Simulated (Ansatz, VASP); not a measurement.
# One calculation of Au, two programs

Contents of INCAR:

```
SYSTEM = Au
PREC = Accurate
ENCUT = 520
EDIFF = 1E-6
ISMEAR = -1
SIGMA = 0.1
LREAL = .FALSE.
LASPH = .TRUE.
NELM = 60
ALGO = Normal
ISIF = 2
LWAVE = .FALSE.
LCHARG = .TRUE.
GGA = RE
LELF = .TRUE.
LVHAR = .TRUE.
NBANDS = 12
```

KPOINTS

```
Automatic mesh
0
G
  13 13 13
  0 0 0
```

File POSCAR:

```
Au
1.0
    2.7699203002      0.0000000000      0.0000000000
    0.0000000000      2.7699203002      0.0000000000
    0.0000000000      0.0000000000      2.7699203002
Au
1
Direct
    0.0000000000      0.0000000000      0.0000000000
```

Input for Ansatz:

```yaml
crystal:
  lattice:
    - [2.7699203002, 0.0, 0.0]
    - [0.0, 2.7699203002, 0.0]
    - [0.0, 0.0, 2.7699203002]
  atoms:
    - { symbol: Au, position: [0.0, 0.0, 0.0] }
hamiltonian:
  xc: revpbe
  pseudopotentials:
    kind: paw
    azcp:
      Au: "pseudopotentials/Au.paw.azcp"
basis:
  ecutwfc: 420
  fft_grid_basis: typed
kpoints:
  mp_grid: { grid: [13, 13, 13], shift: [0, 0, 0] }
magnetization:
  spin_polarized: false
scf:
  occupations: { method: fermi_dirac, width: 0.1 }
  lower_state_search: "off"
output:
  stress: true
  write_density: true
  write_potential: true
  elf: true
  volumetric_format: npy
```

Alike in both runs: task single point; functional revPBE; k mesh 13 × 13 × 13; occupations fermi-dirac, width 0.1 eV; no spin polarisation.

|  | VASP | Ansatz |
| --- | --- | --- |
| version | VASP 6.6.1 | Ansatz 0.2.0 |
| potentials or method | VASP PAW PBE potentials, release 64 (Au) | plane waves (420 eV) with PAW, scalar-relativistic |
| plane-wave cutoff (eV) | 520 | 420 |
| valence electrons in the cell | 11 | 19 |

```csv
,VASP,Ansatz,Ansatz less VASP
pressure (GPa),-0.2,0.0,+0.15
```

The two sets of potentials don't hold the same shells in valence.

Caveats: the PAW data sets were made with another functional, which shifts forces and pressure a little (VASP). The runs have no spin-orbit coupling, so splittings on Au are missing.
